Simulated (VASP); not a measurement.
Here is a VASP 6.6.1 calculation.

INCAR

```
ALGO = Normal
EDIFF = 1E-7
EDIFFG = -0.01
ENCUT = 600
GGA = RP
IBRION = 2
ISIF = 3
ISMEAR = -1
LASPH = T
LCHARG = F
LREAL = F
LWAVE = F
NELM = 80
NSW = 80
PREC = Accurate
SIGMA = 0.1
```

File KPOINTS:

```
k-points
0
Gamma
  10 10 10
```

The input POSCAR:

```
Na
1.0
    0.0000000000      2.6615832179      2.6615832179
    2.6615832179      0.0000000000      2.6615832179
    2.6615832179      2.6615832179      0.0000000000
Na
1
Direct
    0.0000000000      0.0000000000      0.0000000000
```

Potentials or basis: VASP PAW PBE potentials, release 64 (Na_pv).

Launch:

```sh
$ cat potpaw_PBE.64/Na_pv/POTCAR > POTCAR
$ mpirun -np 1 vasp_std > vasp.out
```

**Question.** What does it give for the relaxed volume?

**Answer.** 39.66 Å³/atom.

**Question.** What does it give for the relaxed cell?

**Answer.** a = 3.828 Å, b = 3.828 Å, c = 3.828 Å, α = 60.00°, β = 60.00°, γ = 60.00°.

The path:
```
step  energy change (eV)  largest force (eV/Å)  pressure (GPa)  volume (Å³)
   1              0.0000                0.0000            0.38        37.71
   2             -0.0010                0.0000            0.28        38.20
   3             -0.0022                0.0000            0.01        39.66
```

Caveat: the PAW data sets were made with another functional, which shifts forces and pressure a little.
